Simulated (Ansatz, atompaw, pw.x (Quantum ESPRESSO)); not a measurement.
**Equation-of-state test of one PAW (atompaw) potential (zinc (Zn))**

- Element: zinc (Zn)
- Generator: atompaw 4.2.0.5
- Type: PAW
- Functional: PBE
- Relativity: scalar-relativistic
- Frozen core: [Ar]
- Valence charge: 12
- Reference configuration: 3d10 4s2 4p0
- Partial waves: 4s (bound): rc 2.95 bohr; 4s channel at 0.05 Ry: rc 2.95 bohr; 4p (bound, empty): rc 2.95 bohr; 4p channel at 0.5 Ry: rc 2.95 bohr; 3d (bound): rc 1.50 bohr; 3d channel at -0.4 Ry: rc 1.50 bohr
- Local potential: bessel scheme, radius 2.65 bohr
- Core correction: smooth core density matched at 2.00 bohr
- Augmentation charge: besselshape compensation charge, radius 2.50 bohr; PAW radius 2.95 bohr; waves and projectors: custom polynom vanderbiltortho

Crystal test: bcc Zn in pw.x 7.5, no spin, 15³ k-points, Fermi–Dirac smearing 0.01 Ry, cutoffs 135/900 Ry. The reference is all-electron LAPW (Ansatz 0.2.0) with the same functional, mesh and smearing; V0 and B0 come from Birch–Murnaghan fits to the pressures at five volumes. Errors are pseudo minus all-electron; Δ is the rms difference of the E(V) curves that follow from these fits, minima aligned, over ±6 % about the mean V0. Mesh and smearing are coarse, so the numbers serve the comparison and aren't converged zero-temperature values; the lattice is a test structure that the element need not adopt.

| V (Å³/atom) | P all-electron (GPa) | P pseudo (GPa) |
| --- | --- | --- |
| 14.468 | 4.67 | 6.23 |
| 14.848 | 2.51 | 3.91 |
| 15.229 | 0.67 | 1.92 |
| 15.610 | -0.89 | 0.22 |
| 15.990 | -2.22 | -1.22 |

All-electron: a0 = 3.134 Å (V0 = 15.39 Å³/atom), B0 = 64.0 GPa.

Pseudopotential: mean pressure error (GPa): +1.26; a0 (Å): 3.153; a0 error (%): +0.60; B0 error (%): -2.0; Δ (meV/atom): 3.9. The largest radius (2.95 bohr) exceeds half the bond length (2.56 bohr), so the spheres overlap, which is one possible source of error among others. This is a poor potential for the solid.

Question: At the middle volume, how do free energy and pressure move when the wave cutoff is lowered (ecutrho held at 900 Ry)?

Answer:

```json
{"cutoff (Ry)": "61", "shift of F (meV/atom)": "+195.9", "shift of P (GPa)": "-7.55"}
{"cutoff (Ry)": "81", "shift of F (meV/atom)": "+20.0", "shift of P (GPa)": "-0.53"}
{"cutoff (Ry)": "108", "shift of F (meV/atom)": "+8.2", "shift of P (GPa)": "-0.58"}
```

The 8 pw.x runs together took about 5.2 min on one core of a shared server CPU.
